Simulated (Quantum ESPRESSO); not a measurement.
The system is GaAs.

```
CELL_PARAMETERS angstrom
0.00000 2.82685 2.82685
2.82685 0.00000 2.82685
2.82685 2.82685 0.00000
ATOMIC_POSITIONS crystal
As 0.75000 0.75000 0.75000
Ga 0.00000 0.00000 0.00000
```

* Program: Quantum ESPRESSO 7.5
* Task: phonons
* Functional: PBE
* Dispersion: D2
* Potentials or basis: PseudoDojo 0.4.1 SR PBE standard
* Cutoff: 1143 eV
* Density cutoff: 4572 eV
* k mesh: 6 × 6 × 6, shifted
* Occupations: fermi-dirac, width 0.05 eV
* Spin: no spin polarisation
* Mixing beta: 0.5
* Most SCF iterations: 120
* SCF threshold: 4e-10 Ry

The cell and the atoms were relaxed first, to 22.33 Å³/atom (a = 3.982 Å, b = 3.982 Å, c = 3.982 Å, α = 60.00°, β = 60.00°, γ = 60.00°), and the response was taken there.

The first run showed a gap, so the response started from a second, tighter run with fixed occupations.

Where do the zone-centre optical modes lie?

T2 at 270 cm⁻¹ (IR and Raman). Polar modes are given without the macroscopic field (transverse values).

Optical modes at Γ, degenerate ones joined, polar ones without the macroscopic field:
| cm⁻¹ | components | symmetry | active in | IR intensity, summed ((D/Å)²/amu) |
| --- | --- | --- | --- | --- |
| 270 | 3 | T2 | IR and Raman | 8.47 |

Caveat: the shifted mesh misses Γ, where the gap is smaller or closed, so treating the crystal as an insulator may be wrong and the dielectric response too small.
